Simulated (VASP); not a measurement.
AlPt:

```xyz
2
Lattice="3.0915 0.0000 0.0000 0.0000 3.0915 0.0000 0.0000 0.0000 3.0915" Properties=species:S:1:pos:R:3 pbc="T T T"
Pt    1.5458    1.5458    1.5458
Al    0.0000    0.0000    0.0000
```

Measurements of this composition are mostly on another form, of space group No. 198.

| Property | Result |
| --- | --- |
| Program | VASP 6.6.1 |
| Task | relaxation of cell and atoms |
| Functional | PBEsol |
| Potentials or basis | VASP PAW PBE potentials, release 64 (Pt, Al) |
| Cutoff | 600 eV |
| k mesh | 8 × 8 × 8 |
| Occupations | fermi-dirac, width 0.05 eV |
| Spin | no spin polarisation |

At the start: pressure -5.8 GPa; volume 14.77 Å³/atom.

Question: Where does the relaxation end?

Answer: Over 3 steps the energy falls by 8.4 meV/atom and the volume is 14.33 Å³/atom (-3.0 %); space group Pm-3m (No. 221, to 0.05 Å).

The path:
```tsv
step	energy change (eV)	largest force (eV/Å)	pressure (GPa)	volume (Å³)
1	0.0000	0.0000	-5.82	29.55
2	0.0271	0.0000	10.96	27.31
3	-0.0167	0.0000	-0.08	28.67
```

Final structure:
```
Pt Al
1.0
     3.06048    0.00000    0.00000
     0.00000    3.06048    0.00000
     0.00000    0.00000    3.06048
Pt Al
1 1
Cartesian
  1.5302 1.5302 1.5302
  0.0000 0.0000 0.0000
```

Caveat: the PAW data sets were made with another functional, which shifts forces and pressure a little.
